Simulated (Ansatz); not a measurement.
Cu: single point with PBE

Crystal: Cu.

```
Cu
1.0
     0.00000    1.80750    1.80750
     1.80750    0.00000    1.80750
     1.80750    1.80750    0.00000
Cu
1
Cartesian
  0.0000 0.0000 0.0000
```

```json
{"Program": "Ansatz 0.2.0", "Task": "single point", "Functional": "PBE", "Potentials or basis": "Ansatz PAW", "Cutoff": "350 eV", "Density cutoff": "1400 eV", "k mesh": "13 × 13 × 13", "Occupations": "fermi-dirac, width 0.05 eV", "Spin": "no spin polarisation"}
```

| Item | Value |
| --- | --- |
| Pressure | 1.9 GPa |
| Band gap on the k mesh | none (metal or under the smearing width) |

Levels at points of the mesh, in eV from the Fermi level:
```csv
k point,band 8,band 9,band 10,band 11,band 12,band 13
"(0.00, 0.00, 0.00)",-3.19,-2.36,-2.36,22.43,24.95,24.95
```

Run time: 0.6 s on 2 threads of Arm Neoverse V1, with other jobs on the host, peak memory 0.25 GiB.

Caveat: the pressure holds a Pulay correction of +2.9 GPa for the finite cutoff; the cutoff lies under the one recommended for these potentials.
